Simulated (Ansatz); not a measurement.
**CaF2 (fluorite), map of one atom of the cell**

CaF2 (fluorite)

```xyz
3
Lattice="0.0000 2.7196 2.7196 2.7196 0.0000 2.7196 2.7196 2.7196 0.0000" Properties=species:S:1:pos:R:3 pbc="T T T"
Ca     0.0000     0.0000     0.0000
F      1.3598     1.3598     1.3598
F      4.0794     4.0794     4.0794
```

Two-dimensional scan of atom 3 (F, nearest neighbour Ca at 2.355 Å; its periodic images, 3.8 Å or more away, move with it): u runs along (1.000, 0.000, 0.000), v along (0.000, 0.000, 1.000) (Cartesian). Cell and other atoms are fixed.

Level of theory: r2SCAN (plane waves to 500 eV, PAW, scalar-relativistic; Ansatz, a quantum-chemistry and plane-wave program). k mesh 9×9×9 (Γ-centred), Fermi-Dirac smearing 0.05 eV. The energy includes the smearing's −TS. Fu and Fv are the components of the force on the atom. CaF2 was relaxed with its symmetry unable to fall. The zero of ΔE is the undisplaced structure. Axes are in Å.

ΔE (meV/cell), with u across and v down:

```csv
v \ u,-0.350,-0.233,-0.117,0.000,0.117,0.233,0.350
-0.350,710,491,363,321,363,491,710
-0.233,491,292,176,139,176,292,491
-0.117,363,176,69,34,69,176,363
0.000,321,139,34,0,34,139,321
0.117,363,176,69,34,69,176,363
0.233,491,292,176,139,176,292,491
0.350,710,491,363,321,363,491,710
```

Fv (eV/Å), with u across and v down:

```
v \ u   -0.350  -0.233  -0.117  0.000  0.117  0.233  0.350
------  ------  ------  ------  -----  -----  -----  -----
-0.350    2.30    2.10    1.97   1.93   1.97   2.10   2.30
-0.233    1.48    1.33    1.25   1.22   1.25   1.33   1.48
-0.117    0.72    0.65    0.60   0.59   0.60   0.65   0.72
0.000     0.00    0.00    0.00   0.00   0.00   0.00   0.00
0.117    -0.72   -0.65   -0.60  -0.59  -0.60  -0.65  -0.72
0.233    -1.48   -1.33   -1.25  -1.22  -1.25  -1.33  -1.48
0.350    -2.30   -2.10   -1.97  -1.93  -1.97  -2.10  -2.30
```

Summary:

Principal force constants in the plane (five-point differences of the forces): 5.0 eV/Å², isotropic. Centre of the map: a minimum. Lowest place on the grid: u = 0.000 Å, v = 0.000 Å (0 meV/cell). Highest place on the grid, met at several equal points: u = -0.350 Å, v = -0.350 Å; u = 0.350 Å, v = -0.350 Å; u = -0.350 Å, v = 0.350 Å; u = 0.350 Å, v = 0.350 Å (710 meV/cell).

The 49 points together took roughly 27 core-minutes.

(For displaced atoms, the force is minus the slope of the energy, and its curvature is a force constant, which sets phonon frequencies.)
